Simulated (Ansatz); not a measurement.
Crystal: CuO.

```
CELL_PARAMETERS angstrom
-2.34185 1.71130 0.00000
0.85003 0.00000 -5.05787
-2.34185 -5.13390 0.00000
ATOMIC_POSITIONS crystal
Cu 0.24800 0.00060 0.24330
Cu 0.74800 0.00060 0.74330
Cu 0.99800 0.50060 0.49330
Cu 0.49800 0.50060 0.99330
O 0.70720 0.75060 0.28410
O 0.20720 0.75060 0.78410
O 0.78880 0.25060 0.20250
O 0.30482 0.24579 0.75612
```

- Program: Ansatz 0.2.0
- Task: relaxation of cell and atoms
- Functional: PBE
- Dispersion: D3(BJ)
- Potentials or basis: Ansatz PAW
- Cutoff: 420 eV (not typed: the program's choice for these potentials)
- k mesh: 9 × 5 × 5
- Occupations: fermi-dirac, width 0.05 eV
- Spin: no spin polarisation

At the start: volume 10.13 Å³/atom.

Question: How do energy, volume and symmetry change on relaxing?

Answer: It ends after 21 steps and the volume is 10.90 Å³/atom (+7.6 %); space group P4_2/mmc (No. 131, to 0.05 Å).

The path:
```csv
step,energy change (eV),largest force (eV/Å),volume (Å³)
1,0.0000,2.6257,81.08
2,-0.2039,1.7735,82.56
3,-0.3964,0.7556,83.59
4,-0.4352,0.0259,85.49
5,-0.4386,0.0022,85.02
6,-0.4385,0.0016,85.05
7,-0.4976,0.0022,85.05
8,-0.5238,0.0133,86.05
9,-0.5264,0.0415,86.95
10,-0.5288,0.0151,86.69
11,-0.5287,0.0073,86.71
12,-0.5515,0.0076,86.71
13,-0.5584,0.0070,86.99
14,-0.5584,0.0050,87.14
15,-0.5585,0.0070,87.12
16,-0.5635,0.0069,87.12
17,-0.5649,0.0130,87.13
18,-0.5647,0.0100,87.19
19,-0.5655,0.0100,87.19
20,-0.5657,0.0017,87.21
21,-0.5659,0.0017,87.21
```

Final structure:
```xyz
8
Lattice="-2.0591 2.0530 -0.1601 0.4010 -0.0009 -5.1244 -2.0601 -6.1604 -0.1615" Properties=species:S:1:pos:R:3 pbc="T T T"
Cu   -1.0297   -1.0268   -0.0804
Cu   -3.0894   -3.0805   -0.2412
Cu   -2.8887   -1.0276   -2.8030
Cu   -2.8892   -5.1344   -2.8037
O    -1.7582   -0.0012   -4.0024
O    -1.7587   -4.1079   -4.0032
O    -1.9594   -0.0005   -1.4428
O    -1.9599   -4.1072   -1.4436
```

Caveat: the plane-wave basis is chosen anew once the cell has moved, so the energies of steps on either side of that aren't comparable; the pressure holds a Pulay correction of +0.7 GPa for the finite cutoff; the run has no spin polarisation, though such a crystal can be magnetic; pairwise dispersion overbinds metals, which lowers pressure and volume.
